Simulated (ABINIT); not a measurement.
MnS:

```
Mn S
1.0
     0.00000    2.60450    2.60450
     2.60450    0.00000    2.60450
     2.60450    2.60450    0.00000
Mn S
1 1
Direct
  0.00000 0.00000 0.00000
  0.50000 0.50000 0.50000
```

Base run:

```yaml
Program: ABINIT 10.8.3 (patched build)
Functional: PBE
Potentials_or_basis: PseudoDojo NC SR PBE v0.4.1 standard
Cutoff: 1252 eV
k_mesh: 7 × 7 × 7
Occupations: fermi-dirac, width 0.05 eV
Spin: collinear spin, ferromagnetic start
Starting_moments: "[4.0, 0.0] μB"
```

Its results: band gap on the k mesh none (metal or under the smearing width); pressure -2.6 GPa; net moment 4.73 μB per cell; site moments Mn +4.07; S +0.13 μB.

Q: The run is repeated on the same cell with these changes: potentials or basis from PseudoDojo NC SR PBE v0.4.1 standard to PseudoDojo NC SR PBE v0.5 stringent; cutoff from 1252 eV to 1660 eV. What comes out?

A: Band gap on the k mesh none (metal or under the smearing width); pressure -3.3 GPa; net moment 4.70 μB per cell; site moments Mn +4.04; S +0.12 μB.

Caveats: a cell with one magnetic atom can't hold antiferromagnetic order, which such compounds often take; semilocal functionals often make such compounds metallic where correlation or magnetic order opens a gap, which also shifts bond lengths.

Not every run made on this cell is shown here.
